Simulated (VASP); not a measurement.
ZnSe (Stilleite):

```
Se Zn
1.0
     0.00000    2.83380    2.83380
     2.83380    0.00000    2.83380
     2.83380    2.83380    0.00000
Se Zn
1 1
Cartesian
  4.2507 4.2507 4.2507
  0.0000 0.0000 0.0000
```

```yaml
Program: VASP 6.6.1
Task: relaxation of cell and atoms
Functional: RPBE
Potentials_or_basis: VASP PAW PBE potentials, release 64 (Se, Zn)
Cutoff: 600 eV
k_mesh: 8 × 8 × 8
Occupations: fermi-dirac, width 0.05 eV
Spin: no spin polarisation
```

At the start: pressure 4.6 GPa; volume 22.76 Å³/atom.

Question: How do energy, volume and symmetry change on relaxing?

Answer: Over 3 steps the energy falls by 24.0 meV/atom and the volume is 24.55 Å³/atom (+7.9 %); space group F-43m (No. 216, to 0.05 Å).

The path:
```
step  energy change (eV)  largest force (eV/Å)  pressure (GPa)  volume (Å³)
   1              0.0000                0.0000            4.59        45.51
   2             -0.0460                0.0000           -0.84        49.94
   3             -0.0481                0.0000            0.03        49.10
```

Final structure:
```
Se Zn
1.0
     0.00000    2.90627    2.90627
     2.90627    0.00000    2.90627
     2.90627    2.90627    0.00000
Se Zn
1 1
Cartesian
  4.3594 4.3594 4.3594
  0.0000 0.0000 0.0000
```

Caveat: the PAW data sets were made with another functional, which shifts forces and pressure a little.
